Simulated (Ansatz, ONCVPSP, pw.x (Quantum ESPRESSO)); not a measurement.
From atom to crystal: ONCV potential for tellurium

```json
{"Element": "Te (Z = 52)", "Generator": "ONCVPSP 4.0.1.1 (patched build)", "Type": "optimised norm-conserving Vanderbilt (ONCV)", "Functional": "PBE", "Relativity": "scalar-relativistic", "Frozen core": "[Ar] 3d10", "Valence charge": "24", "Reference configuration": "4s2 4p6 4d10 5s2 5p4", "Partial waves": "4s+5s: rc 1.35 bohr, ncon 5, nbas 9, qcut 9.4 1/bohr, 2 projectors; 4p+5p: rc 1.45 bohr, ncon 3, nbas 8, qcut 10.8 1/bohr, 2 projectors; 4d: rc 1.15 bohr, ncon 4, nbas 8, qcut 10.8 1/bohr, 2 projectors, debl 2.9 Ha", "Local potential": "polynomial inside 1.10 bohr (lpopt 4, dvloc0 6 Ha)", "Core correction": "none"}
```

Atomic tests: cutoffs needed: 49 Ha and 57 Ha (the cutoffs (Ha) at which the residual kinetic energy of the hardest occupied pseudo-wave falls to 1 and 0.1 mHa per electron); ghost test: no bound ghost flagged; no localised positive-energy state flagged; largest excitation error: -24 meV (all-electron minus pseudo) for 4s2 4p6 4d10 5s2 5p0, out of 4 test configurations.

Crystal test: fcc Te in pw.x 7.5, no spin, 12³ k-points, Fermi–Dirac smearing 0.01 Ry, cutoffs 135/540 Ry. The reference is all-electron LAPW (Ansatz 0.2.0) with the same functional, mesh and smearing; V0 and B0 come from Birch–Murnaghan fits to the pressures at five volumes. Errors are pseudo minus all-electron; Δ is the rms difference of the E(V) curves that follow from these fits, minima aligned, over ±6 % about the mean V0. Mesh and smearing are coarse, so the numbers serve the comparison and aren't converged zero-temperature values; the lattice is a test structure that the element need not adopt.

```csv
V (Å³/atom),P all-electron (GPa),P pseudo (GPa)
26.941,3.24,3.49
27.650,1.57,1.79
28.359,0.13,0.33
29.068,-1.12,-0.94
29.777,-2.19,-2.03
```

All-electron: a0 = 4.845 Å (V0 = 28.43 Å³/atom), B0 = 52.9 GPa.

Pseudopotential: mean pressure error (GPa): +0.20; a0 (Å): 4.851; a0 error (%): +0.12; B0 error (%): -0.3; Δ (meV/atom): 1.2.

At the middle volume, how do free energy and pressure move when the wave cutoff is lowered (ecutrho kept at four times it)?

```
cutoff (Ry)  shift of F (meV/atom)  shift of P (GPa)
         61               +16931.4           -359.79
         81                +2210.0            -76.54
        108                  +46.9             -3.60
```

The run at the middle volume (72 k-points, 6 iterations) took about 69 s on one core of a shared host (Neoverse-V2, 96 threads, 742 GiB, load 33).
